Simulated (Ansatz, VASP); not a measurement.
Os: VASP beside Ansatz

```xyz
2
Lattice="2.7341 0.0000 0.0000 -1.3670 2.3678 0.0000 0.0000 0.0000 3.6717" Properties=species:S:1:pos:R:3 pbc="T T T"
Os    0.0000    1.5785    0.9179
Os    1.3670    0.7893    2.7538
```

Change from the starting cell: strain -0.1500 x Voigt [0, 0, 1, 0, 0, 0], atoms carried along.

Alike in both runs: task single point; functional PBEsol; k mesh 18 × 18 × 12; occupations gaussian, width 0.15 eV; no spin polarisation.

```csv
,VASP,Ansatz
version,VASP 6.6.1,Ansatz 0.2.0
potentials or method,"VASP PAW PBE potentials, release 64 (Os)","scalar-relativistic, plane waves, PAW"
plane-wave cutoff (eV),520,420
valence electrons in the cell,16,32
```

VASP gave:

```
gap on the k mesh at the Fermi level (eV)       : none
pressure (GPa)                                  : 124.0
largest component of the traceless stress (GPa) : 93.88
```

Question: What did Ansatz give for the same quantities?

Answer: gap on the k mesh at the Fermi level (eV): none; pressure (GPa): 118.9; largest component of the traceless stress (GPa): 93.42.

A gap of «none» marks a metal or a gap that the smearing closes. The two sets of potentials don't hold the same shells in valence.

Caveats: the cell as given lies far from equilibrium; so large a pressure means that the cell lies far from this level's equilibrium, or that cutoff or potentials fall short (VASP); the potentials were made for another functional, which shifts forces and pressure (VASP). The runs have no spin-orbit coupling, so splittings on Os are missing.
